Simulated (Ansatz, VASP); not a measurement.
# CdTe: VASP beside Ansatz

The input INCAR:

```
SYSTEM = CdTe
  PREC = Accurate
  ENCUT = 520
  EDIFF = 1E-7
  ISMEAR = -1
  SIGMA = 0.05
  LREAL = .False.
  LASPH = .True.
  NELM = 60
  ALGO = Normal
  ISIF = 2
  LWAVE = .False.
  LCHARG = .False.
  GGA = PS
  NBANDS = 16
```

Contents of KPOINTS:

```
Automatic mesh
0
Gamma
  7 7 7
  0 0 0
```

POSCAR

```
CdTe
1.0
    0.0000000000      3.2471758892      3.2471758892
    3.2471758892      0.0000000000      3.2471758892
    3.2471758892      3.2471758892      0.0000000000
Te Cd
1 1
Direct
    0.7500000000      0.7500000000      0.7500000000
    0.0000000000      0.0000000000      0.0000000000
```

The input input.yaml:

```yaml
crystal:
  lattice:
    - [0.0, 3.2471758892, 3.2471758892]
    - [3.2471758892, 0.0, 3.2471758892]
    - [3.2471758892, 3.2471758892, 0.0]
  atoms:
    - { symbol: Te, position: [0.75, 0.75, 0.75] }
    - { symbol: Cd, position: [0.0, 0.0, 0.0] }
kpoints:
  mp_grid: { grid: [7, 7, 7] }
scf:
  occupations: { method: fermi_dirac, width: 0.05 }
hamiltonian:
  xc: pbesol
  pseudopotentials: { kind: all_electron, lapw: { basis_error: 0.0005 } }
output:
  forces: true
  stress: true
  eigenvalues: true
```

Change from the starting cell: volume scaled by 1.04.

Alike in both runs: task single point; functional PBEsol; k mesh 7 × 7 × 7; occupations fermi-dirac, width 0.05 eV; no spin polarisation.

|  | VASP | Ansatz |
| --- | --- | --- |
| version | VASP 6.6.1 | Ansatz 0.2.0 |
| potentials or method | VASP PAW PBE potentials, release 64 (Te, Cd) | all-electron LAPW, scalar-relativistic |
| plane-wave cutoff (eV) | 520 | see its input |

VASP gave:

| Property | Result |
| --- | --- |
| gap on the k mesh at the Fermi level (eV) | 0.64 |
| least direct gap on the mesh (eV) | 0.64 |
| pressure (GPa) | 0.1 |

**Question.** Which values does Ansatz return?

**Answer.** gap on the k mesh at the Fermi level (eV): 0.64; least direct gap on the mesh (eV): 0.64; pressure (GPa): -0.1.

Ansatz ran all-electron here, so the differences hold the error of VASP's frozen core and of both bases.

Caveats: spin-orbit coupling is left out, which moves the levels of the heavy elements; the PAW data sets were made with another functional, which shifts forces and pressure a little (VASP).
